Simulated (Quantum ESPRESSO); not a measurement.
The system is Cl.

```
Cl
1.0
     3.14500   -2.25000    0.00000
     3.14500    2.25000    0.00000
     0.00000    0.00000    8.21000
Cl
4
Direct
  0.37000 0.63000 0.40000
  0.13000 0.87000 0.90000
  0.63000 0.37000 0.60000
  0.87000 0.13000 0.10000
```

Base run:

```yaml
Program: Quantum ESPRESSO 7.5
Functional: AM05
Potentials_or_basis: PseudoDojo 0.4.1 SR PBE standard
Cutoff: 789 eV
Density_cutoff: 3157 eV
k_mesh: 6 × 6 × 2, shifted
Occupations: fermi-dirac, width 0.05 eV
Spin: no spin polarisation
```

Its results: pressure -0.2 GPa; largest force 0.292 eV/Å; electronic dielectric tensor (diagonal) 2.27, 3.06, 4.24.

Question: The run is repeated on the same cell with these changes: functional from AM05 to LDA; potentials or basis from PseudoDojo 0.4.1 SR PBE standard to PseudoDojo 0.4.1 SR LDA standard; cutoff from 789 eV to 762 eV; density cutoff from 3157 eV to 3048 eV. What comes out?

Answer: Pressure -2.5 GPa; largest force 0.207 eV/Å; electronic dielectric tensor (diagonal) 2.35, 3.21, 4.49.

Caveats: the potentials were made for another functional, which shifts forces and pressure (some runs).
